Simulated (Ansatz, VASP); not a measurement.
# Pb: VASP beside Ansatz

```
Pb
1.0
     0.00000    2.45148    2.50685
     2.45148    0.00000    2.50685
     2.45148    2.45148    0.00000
Pb
1
Direct
  0.00000 0.00000 0.00000
```

Change from the starting cell: z stretched by +1.5 % at fixed volume.

Alike in both runs: task single point; functional PBE; k mesh 12 × 12 × 12; occupations fermi-dirac, width 0.05 eV; no spin polarisation.

```csv
,VASP,Ansatz
version,VASP 6.6.1,Ansatz 0.2.0
potentials or method,"VASP PAW PBE potentials, release 64 (Pb_d), cutoff 520 eV","all-electron LAPW, scalar-relativistic"
```

VASP gave:

```
pressure (GPa)                                  : 2.9
largest component of the traceless stress (GPa) : 0.39
```

What did Ansatz give for the same quantities?

Pressure (GPa): 2.9; largest component of the traceless stress (GPa): 0.40.

Ansatz ran all-electron here, so the differences hold the error of VASP's frozen core and of both bases.

The runs have no spin-orbit coupling, so splittings on Pb are missing.
